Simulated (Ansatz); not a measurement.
# MoTe2 (Pmn2_1): from the first guess to the electronic structure, part 2 of 2

What volume does MoTe2 (Pmn2_1) take, and is it a metal or an insulator at this level? The pressure is brought towards zero step by step, and the electronic structure follows.

Ansatz 0.2.0; DFT PBE, scalar-relativistic, plane waves, PAW. The runs add the D3(BJ) dispersion term to the functional named.

**4. Bands and density of states at the final cell**

The input, input.yaml:

```yaml
crystal:
  lattice:
    - [3.4681003471, 0.0, 0.0]
    - [0.0, 6.3435810033, 0.0]
    - [0.0, 0.0, 13.2403693339]
  atoms:
    - { symbol: Mo, position: [0.0, 0.6034691231, 0.5006315926] }
    - { symbol: Mo, position: [0.5, 0.3965308769, 0.0006315926] }
    - { symbol: Mo, position: [0.0, 0.0332690704, 0.0146139552] }
    - { symbol: Mo, position: [0.5, 0.9667309296, 0.5146139552] }
    - { symbol: Te, position: [0.0, 0.8598538431, 0.6628905478] }
    - { symbol: Te, position: [0.5, 0.1401461569, 0.1628905478] }
    - { symbol: Te, position: [0.0, 0.6437029953, 0.1141580008] }
    - { symbol: Te, position: [0.5, 0.3562970047, 0.6141580008] }
    - { symbol: Te, position: [0.0, 0.2938034923, 0.8524651442] }
    - { symbol: Te, position: [0.5, 0.7061965077, 0.3524651442] }
    - { symbol: Te, position: [0.0, 0.2140816822, 0.4004407595] }
    - { symbol: Te, position: [0.5, 0.7859183178, 0.9004407595] }
basis:
  ecutwfc: 420
  ecutrho_ratio: 4
kpoints:
  mp_grid: { grid: [8, 4, 2] }
  band_path:
    path:
      - [[0.0, 0.0, 0.0], [0.5, 0.0, 0.0], [0.5, 0.5, 0.0], [0.0, 0.5, 0.0], [0.0, 0.0, 0.0], [0.0, 0.0, 0.5], [0.5, 0.0, 0.5], [0.5, 0.5, 0.5], [0.0, 0.5, 0.5], [0.0, 0.0, 0.5]]
      - [[0.5, 0.0, 0.0], [0.5, 0.0, 0.5]]
      - [[0.0, 0.5, 0.0], [0.0, 0.5, 0.5]]
      - [[0.5, 0.5, 0.0], [0.5, 0.5, 0.5]]
    npoints: 10
hamiltonian:
  xc: pbe
  dispersion: d3bj
scf:
  occupations: { method: gaussian, width: 0.05 }
  n_extra_bands: 42
output:
  forces: true
  stress: true
  eigenvalues: true
  populations: true
  dos: { projected: true, de: 0.02, nscf_kmesh: { grid: [12, 6, 3] } }
  bader: false
```

Run with:

```bash
> ansatz run input.yaml --threads 4 --pin off --max-ram 10240MiB --backend cpu --events-out ev --progress --plain --runs-dir out
```

Log:

```text
Warning: RAYON_NUM_THREADS=4 ignored (pool sized by the plan → 4); use --threads N
scf.n_extra_bands = 42 over 92 filled bands (N_el = 184.0): the run solves 134 bands
Engine: ansatz 0.2.0, x86_64-unknown-linux-gnu
Pseudopotentials: kind: paw
Pseudopotential: Mo, paw, valence charge 14, recommended cutoff 420 eV (normal), Mo.paw.azcp
Pseudopotential: Te, paw, valence charge 16, recommended cutoff 420 eV (normal), Te.paw.azcp
Functional definition: PBE
  parameter kappa = 0.804
  parameter beta = 0.06672455060314922
  exchange = pbe_x(kappa = kappa, mu = beta*pi^2/3)
  correlation = pbe_c(beta = beta)
Crystal: 12 atoms, lattice volume = 291.290 Å³
Basis set: ecut = 420 eV, 5687 PW (Γ), exchange–correlation on 48×90×180 points (8 copies of the dense FFT grid, shifted against one another)
Bands: 134, of which v1, the nominal top of the filled ones, is band 92 counted from 1 (91 counted from 0)
Symmetry: 4 space group operations
Space group: Pmn21 (ITA 31), of the structure as read, at distance tolerance 6.6e-5 Å
k-points: 30 of 64
Non-local potential: Mo, projectors of the file, l = 0: 3, l = 1: 2, l = 2: 2, l = 3: 1
Non-local potential: Te, projectors of the file, l = 0: 2, l = 1: 2, l = 2: 2, l = 3: 2
PAW form: soft (Blöchl's): semilocal exchange-correlation on the pseudo side does not see the compensation charge
PAW one-centre angular grid: Mo, 590 points (default); XC on 64 Gauss nodes
PAW one-centre angular grid: Te, 590 points (default); XC on 64 Gauss nodes
Initial density: superposition of atomic densities (neutral atoms: chi_scale 0, normalization atom), corrected by the library's trained network
Initial wavefunctions: pseudopotential atomic-orbital guess
Functional: x = pbe(κ = 0.804, μ = 0.2195149727645171), c = pbe(β = 0.06672455060314922)
SCF iter   1: F=—  HF=-75673.031370 eV  |F-HF|=—  |Δ(HF+E_count)|=         —  Δρ=4.01e-3  dr2=2.52e-2  ethr=1.77e-3  ⟨swp⟩=6.0  Hψ=16002  notcnv=0  defer=506
preconditioner: auto → LDOS  [metal: Δε(μ)=0.012 eV  Ē_g=10.555 eV  σ=0.050 eV  W_gap=0.13  n_scr=84 (ndim 8)  ℏωp=18.5 eV  f_vac=0.011  D(μ)=3.81/eV (n_scr^D=16)  β→1.0]
SCF iter   2: F=—  HF=-75673.047955 eV  |F-HF|=—  |Δ(HF+E_count)|=   1.66e-2  Δρ=1.60e-3  dr2=2.76e-2  ethr=1.37e-5  ⟨swp⟩=2.9  Hψ=8082  notcnv=0  defer=1014
SCF iter   3: F=—  HF=-75673.045863 eV  |F-HF|=—  |Δ(HF+E_count)|=   2.09e-3  Δρ=9.97e-4  dr2=1.09e-2  ethr=1.37e-5  ⟨swp⟩=2.0  Hψ=5234  notcnv=0  defer=1014
SCF iter   4: F=—  HF=-75673.044776 eV  |F-HF|=—  |Δ(HF+E_count)|=   1.09e-3  Δρ=3.85e-4  dr2=1.56e-3  ethr=5.92e-6  ⟨swp⟩=1.9  Hψ=3324  notcnv=0  defer=1014
SCF iter   5: F=—  HF=-75673.044581 eV  |F-HF|=—  |Δ(HF+E_count)|=   1.95e-4  Δρ=8.77e-5  dr2=8.05e-5  ethr=8.49e-7  ⟨swp⟩=2.0  Hψ=3599  notcnv=0  defer=1014
SCF iter   6: F=—  HF=-75673.044528 eV  |F-HF|=—  |Δ(HF+E_count)|=   5.33e-5  Δρ=1.35e-5  dr2=1.56e-6  ethr=4.38e-8  ⟨swp⟩=1.8  Hψ=3817  notcnv=0  defer=998
SCF iter   7: F=-75673.044528 eV  HF=-75673.044528 eV  |F-HF|=2.36e-8  |Δ(HF+E_count)|=   1.27e-8  Δρ=3.15e-6  dr2=4.78e-8  ethr=5.43e-11  ⟨swp⟩=12.2  Hψ=24785  notcnv=0
SCF 1 converged in 7 iterations: F = -75673.044528 eV  dr2 = 4.78e-8
NSCF: frozen V_eff on 124 k-points
NSCF: frozen V_eff on 56 k-points
SCF converged after 7 iterations
Free energy (F): -75673.044528 eV
Harris-Foulkes:  -75673.044528 eV  (|F-HF|=2.36e-8)
Internal energy: -75673.039842 eV  (E = F + TS)
E sigma→0 (E₀):  -75673.042185 eV
Entropy (-TS):   -0.004686 eV (-0.390 meV/atom)
Fermi energy:    13.331222 eV
--- Per-component energies (eV) ---
  E_band       = -2199.567018
  E_kinetic    = 3221.070587
  E_local      = -13969.121028  (includes V_loc(G=0)·N_el)
  E_nonlocal   = -1906.256706
  E_hartree    = 7915.543397
  E_xc         = -1733.322288
  E_vxc        = -1756.326198  (∫ρ·V_xc dr)
  E_paw        = -50107.344599  (= ΣΔE_a)
  E_vpaw       = -3620.019839  (= ΣTr[D̂ρ^β])
  E_aug_tail   = -0.001225  (compensation charges beyond the density's cutoff)
  E_ewald      = -19086.986520
  E_disp       = -6.621459  (pairwise vdW)
  E_smearing   = -0.004686  (= −TS)
  E_closure    = 0.000000  (closes the sum)
  Σ components = -75673.044528   (vs F -75673.044528, Δ=0.00e0)
--- Forces (eV/Å), atoms counted from 1 ---
  atom   1  Mo     0.00000000     0.00349909    -0.00033257
  atom   2  Mo     0.00000000    -0.00349909    -0.00033257
  atom   3  Mo     0.00000000     0.00370719     0.00040559
  atom   4  Mo     0.00000000    -0.00370719     0.00040559
  atom   5  Te     0.00000000     0.00071639     0.00026561
  atom   6  Te     0.00000000    -0.00071639     0.00026561
  atom   7  Te     0.00000000    -0.00023139     0.00085227
  atom   8  Te     0.00000000     0.00023139     0.00085227
  atom   9  Te     0.00000000    -0.00098966     0.00038756
  atom  10  Te     0.00000000     0.00098966     0.00038756
  atom  11  Te     0.00000000    -0.00073519    -0.00157836
  atom  12  Te     0.00000000     0.00073519    -0.00157836
  max |Σ_I F_I| component: 2.25e-7 eV/Å
--- Stress (GPa, compression-positive) ---
        0.014116       0.000000       0.000000
        0.000000       0.005811       0.000000
        0.000000       0.000000       0.001896
  P = ⅓ Tr σ = 0.0073 GPa (0.073 kbar)
--- Band table (eV; the first three rows and the last of 30) ---
  k-point 0: bands = ["-47.7901", "-47.7901", "-47.7313", "-47.7313", "-23.8208", "-23.8201", "-23.8099", "-23.8090", "-23.8055", "-23.8046", "-23.7961", "-23.7955", "-23.7829", "-23.7823", "-23.7709", "-23.7683", "-23.7652", "-23.7650", "-23.7595", "-23.7591", "-23.7539", "-23.7538", "-23.7538", "-23.7514", "-23.7468", "-23.7465", "-23.7449", "-23.7436", "-23.7401", "-23.7397", "-23.7329", "-23.7318", "-23.7185", "-23.7184", "-23.7053", "-23.7053", "-23.6854", "-23.6851", "-23.6757", "-23.6756", "-23.6698", "-23.6696", "-23.6627", "-23.6627", "-22.0439", "-22.0439", "-21.9479", "-21.9478", "-21.9356", "-21.9356", "-21.7871", "-21.7871", "-21.7800", "-21.7798", "-21.6261", "-21.6261", "-0.1418", "0.3526", "0.7603", "1.5566", "1.7388", "1.9801", "2.0594", "2.3765", "7.1303", "7.2601", "7.6096", "7.9722", "8.5434", "8.8500", "8.9485", "9.1289", "9.5233", "10.6109", "10.6311", "10.6940", "10.7406", "10.7664", "11.0943", "11.1636", "11.2685", "11.4522", "11.8352", "12.0005", "12.2503", "12.4521", "12.6436", "12.8307", "12.9443", "13.0643", "13.4020", "13.7000", "13.7168", "13.9298", "14.0726", "14.2147", "14.3716", "15.1076", "15.1797", "15.2207", "15.5345", "16.0643", "16.0733", "16.2304", "16.2705", "16.5104", "16.6966", "16.9836", "17.7795", "17.8822", "18.3741", "18.6902", "19.0511", "19.4398", "19.4661", "20.1715", "20.6399", "20.8298", "20.9105", "21.3001", "21.4175", "21.4897", "21.6853", "22.1540", "22.3390", "22.3906", "22.5506", "22.6779", "23.0497", "23.5600", "23.5637", "23.5657", "23.8695", "23.9339"]
  k-point 1: bands = ["-47.7901", "-47.7901", "-47.7313", "-47.7313", "-23.8205", "-23.8205", "-23.8094", "-23.8094", "-23.8050", "-23.8050", "-23.7958", "-23.7958", "-23.7826", "-23.7826", "-23.7697", "-23.7697", "-23.7651", "-23.7651", "-23.7594", "-23.7594", "-23.7539", "-23.7539", "-23.7525", "-23.7525", "-23.7466", "-23.7466", "-23.7442", "-23.7442", "-23.7399", "-23.7399", "-23.7323", "-23.7323", "-23.7185", "-23.7185", "-23.7053", "-23.7053", "-23.6853", "-23.6853", "-23.6756", "-23.6756", "-23.6697", "-23.6697", "-23.6627", "-23.6627", "-22.0439", "-22.0439", "-21.9479", "-21.9479", "-21.9356", "-21.9356", "-21.7871", "-21.7871", "-21.7799", "-21.7799", "-21.6261", "-21.6261", "0.0257", "0.0257", "1.2468", "1.2468", "1.7603", "1.7603", "2.3043", "2.3043", "7.3201", "7.3201", "7.7651", "7.7651", "8.2938", "8.2938", "9.2142", "9.2142", "10.2609", "10.2609", "10.6781", "10.6781", "10.7219", "10.7219", "11.0260", "11.0260", "11.4433", "11.4433", "11.8565", "11.8565", "12.4281", "12.4281", "12.5729", "12.5729", "13.1907", "13.1907", "13.5063", "13.5063", "13.7709", "13.7709", "14.1484", "14.1484", "14.8073", "14.8073", "15.3144", "15.3144", "15.3528", "15.3528", "16.4456", "16.4456", "16.5417", "16.5417", "16.5814", "16.5814", "18.1988", "18.1988", "18.4535", "18.4535", "18.9289", "18.9289", "19.8278", "19.8278", "20.4209", "20.4209", "21.2165", "21.2165", "21.9398", "21.9398", "22.2721", "22.2721", "22.5663", "22.5663", "22.7249", "22.7249", "22.9531", "22.9531", "23.2051", "23.2051", "23.5468", "23.5468"]
  k-point 2: bands = ["-47.7901", "-47.7901", "-47.7314", "-47.7314", "-23.8207", "-23.8200", "-23.8098", "-23.8090", "-23.8053", "-23.8045", "-23.7959", "-23.7953", "-23.7827", "-23.7821", "-23.7709", "-23.7688", "-23.7651", "-23.7648", "-23.7603", "-23.7601", "-23.7538", "-23.7532", "-23.7531", "-23.7514", "-23.7478", "-23.7473", "-23.7453", "-23.7439", "-23.7397", "-23.7393", "-23.7331", "-23.7319", "-23.7187", "-23.7186", "-23.7054", "-23.7053", "-23.6858", "-23.6854", "-23.6758", "-23.6757", "-23.6699", "-23.6698", "-23.6624", "-23.6622", "-22.0331", "-22.0330", "-21.9468", "-21.9468", "-21.9358", "-21.9358", "-21.7882", "-21.7881", "-21.7812", "-21.7811", "-21.6349", "-21.6349", "0.0486", "0.5273", "0.8825", "1.3205", "1.5505", "1.7376", "1.9475", "2.3126", "7.0984", "7.6344", "8.1278", "8.3914", "8.4539", "8.7918", "9.1943", "9.3224", "9.8028", "10.1165", "10.6235", "10.6864", "10.7625", "10.9042", "10.9063", "10.9957", "11.2601", "11.4884", "11.7855", "12.0449", "12.1550", "12.3419", "12.4650", "12.6463", "12.7340", "12.8373", "12.8727", "13.3120", "13.5516", "13.6864", "14.0933", "14.1697", "14.5733", "14.8938", "14.9873", "15.5178", "15.5243", "15.8018", "16.0580", "16.2869", "16.5072", "16.7814", "16.8915", "16.9694", "17.4311", "18.0287", "18.5930", "19.1505", "19.3475", "19.4488", "20.0597", "20.3057", "20.6324", "20.9029", "21.0612", "21.2547", "21.4581", "21.7640", "21.9152", "21.9756", "22.1210", "22.5098", "22.6042", "22.7163", "23.0735", "23.1524", "23.8587", "24.0559", "24.1440", "24.1824"]
  k-point 29: bands = ["-47.7563", "-47.7563", "-47.7537", "-47.7537", "-23.8239", "-23.8239", "-23.8103", "-23.8103", "-23.7923", "-23.7923", "-23.7916", "-23.7916", "-23.7800", "-23.7800", "-23.7760", "-23.7760", "-23.7644", "-23.7644", "-23.7585", "-23.7585", "-23.7541", "-23.7541", "-23.7533", "-23.7533", "-23.7412", "-23.7412", "-23.7381", "-23.7381", "-23.7340", "-23.7340", "-23.7261", "-23.7261", "-23.7202", "-23.7202", "-23.7158", "-23.7158", "-23.6824", "-23.6824", "-23.6749", "-23.6749", "-23.6691", "-23.6691", "-23.6620", "-23.6620", "-22.0809", "-22.0809", "-22.0714", "-22.0714", "-21.8615", "-21.8615", "-21.8576", "-21.8576", "-21.6861", "-21.6861", "-21.6847", "-21.6847", "2.1051", "2.1051", "2.2191", "2.2191", "2.4661", "2.4661", "2.5129", "2.5129", "7.1880", "7.1880", "7.2438", "7.2438", "8.1679", "8.1679", "8.2768", "8.2768", "9.5298", "9.5298", "9.7485", "9.7485", "10.5045", "10.5045", "10.5510", "10.5510", "10.9156", "10.9156", "10.9886", "10.9886", "11.2848", "11.2848", "11.4218", "11.4218", "12.1667", "12.1667", "12.2598", "12.2598", "14.2534", "14.2534", "14.3499", "14.3499", "14.8820", "14.8820", "14.9859", "14.9859", "15.3742", "15.3742", "15.5730", "15.5730", "16.4872", "16.4872", "16.6739", "16.6739", "17.8643", "17.8643", "17.9628", "17.9628", "18.4027", "18.4027", "18.6568", "18.6568", "19.2295", "19.2295", "19.9130", "19.9130", "20.3109", "20.3109", "20.9648", "20.9648", "22.2812", "22.2812", "22.4414", "22.4414", "23.2779", "23.2779", "23.3780", "23.3780", "23.9502", "23.9502"]
--- Löwdin populations: 12 sites ---
  site symbol       q [e]
     0     Mo     14.0426
     1     Mo     14.0426
     2     Mo     14.0412
     3     Mo     14.0412
     4     Te     15.8545
     5     Te     15.8545
     6     Te     15.9052
     7     Te     15.9052
     8     Te     15.8617
     9     Te     15.8617
    10     Te     15.9102
    11     Te     15.9102
  spilling = 0.004181 (of n_electrons = 184.000000)
```

Wall time 4.7 min (4 threads of Intel Xeon at 2.10GHz (Emerald Rapids), shared host); peak memory 3.1 GiB.

This gives: volume 24.274 Å³/atom, pressure 0.01 GPa, a metal on this mesh.

Levels next to the Fermi level at the named points, in eV from the Fermi level:

```
point             filled           empty
    Γ  -0.50 -0.39 -0.27  0.07 0.37 0.39
    X  -1.69 -1.42 -1.42  0.91 0.91 1.11
    S  -1.16 -1.08 -1.08  0.95 0.95 0.99
    Y  -0.41 -0.12 -0.10  0.70 0.83 1.47
    Z  -0.76 -0.14 -0.14  0.17 0.17 0.44
    U  -1.63 -1.54 -1.54  0.88 0.88 1.10
    R  -1.17 -1.07 -1.07  0.92 0.92 1.02
    T  -0.44 -0.06 -0.06  0.75 0.75 1.29
```

Bands that cross the Fermi level on the path (counted from 0), with the number of crossings: 90: 6, 91: 4, 92: 8, 93: 6.

States per cell in windows of 1 eV (zero at the Fermi level), total and by projection:

```
from  to  total  Te 5p  Mo 4d
  -7  -6   0.32   0.23   0.05
  -6  -5   7.52   5.30   1.55
  -5  -4   8.01   5.42   1.90
  -4  -3  10.05   6.01   3.20
  -3  -2  12.27   6.36   5.25
  -2  -1  12.73   5.88   6.25
  -1   0   4.87   2.21   2.43
   0   1   6.62   2.35   3.94
   1   2  10.62   3.34   6.37
   2   3   9.01   4.10   4.03
   3   4   5.98   2.92   2.33
   4   5   2.70   0.36   0.18
   5   6   5.75   0.58   0.25
```

**5. Summary of results**

What follows sums up all 2 parts. Changes of volume or cell count from the first structure of part 1.

| quantity | value |
| --- | --- |
| space group | Pmn2_1 (No. 31) |
| conventional cell | a = 3.468 Å, b = 6.344 Å, c = 13.240 Å, α = 90.00°, β = 90.00°, γ = 90.00° |
| volume | 24.274 Å³/atom |
| pressure | 0.01 GPa |
| gap | none (metal) |
| states at the Fermi level | about 4 per eV per cell |

What this shows: From the first run shown, the volume went from 25.49 to 24.27 Å³/atom (-4.8 %) in one relaxation, where the pressure is zero within 0.01 GPa. Bands cross the Fermi level, so it is a metal at this level; the largest share of the states at the Fermi level is Mo 4d (54 % of the projected weight, then Te 5p with 43 %). A measured lattice constant a of MoTe2 is 3.464 Å (12 K; “Transport properties of semimetallic transition metal dichalcogenides”, 2018, arxiv:1807.08227); the calculated 3.468 Å misses it by +0.1 %. 4 values of this kind are on record (3.4582 to 3.477 Å); this one was drawn at random among those near their median. The calculation is for 0 K without zero-point motion. Against the measured lattice constant c of MoTe2, 13.889 Å (120 K; “Superconductivity in Weyl Semimetal Candidate MoTe2”, 2015, arxiv:1508.03502), the calculated 13.240 Å is off by -4.7 %. 4 values of this kind are on record (13.859 to 13.889 Å); this one was drawn at random among those near their median, those with a stated uncertainty first. Spin–orbit coupling is left out, though the cell holds Te; it can open a gap where p bands cross.
